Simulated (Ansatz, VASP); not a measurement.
SnTe in VASP and in Ansatz

```
CELL_PARAMETERS angstrom
0.00000 3.06181 3.10915
3.06181 0.00000 3.10915
3.06181 3.06181 0.00000
ATOMIC_POSITIONS crystal
Sn 0.00000 0.00000 0.00000
Te 0.50000 0.50000 0.50000
```

Change from the starting cell: strain -0.030 along x and y, -0.015 along z, atoms carried along.

Alike in both runs: task single point; functional PBE; k mesh 10 × 10 × 10; occupations gaussian, width 0.03 eV; no spin polarisation.

|  | VASP | Ansatz |
| --- | --- | --- |
| version | VASP 6.6.1 | Ansatz 0.2.0 |
| potentials or method | VASP PAW PBE potentials, release 64 (Sn_d, Te) | scalar-relativistic, plane waves, PAW |
| plane-wave cutoff (eV) | 520 | 420 |
| valence electrons in the cell | 20 | 30 |

|  | VASP | Ansatz | Ansatz less VASP |
| --- | --- | --- | --- |
| gap on the k mesh at the Fermi level (eV) | 0.29 | 0.29 | +0.002 |
| least direct gap on the mesh (eV) | 0.29 | 0.29 | +0.002 |
| pressure (GPa) | 6.5 | 6.5 | +0.01 |
| largest component of the traceless stress (GPa) | 1.78 | 1.77 | -0.003 |

The two sets of potentials don't hold the same shells in valence.

Caveats: spin-orbit coupling is left out, which moves the levels of the heavy elements.
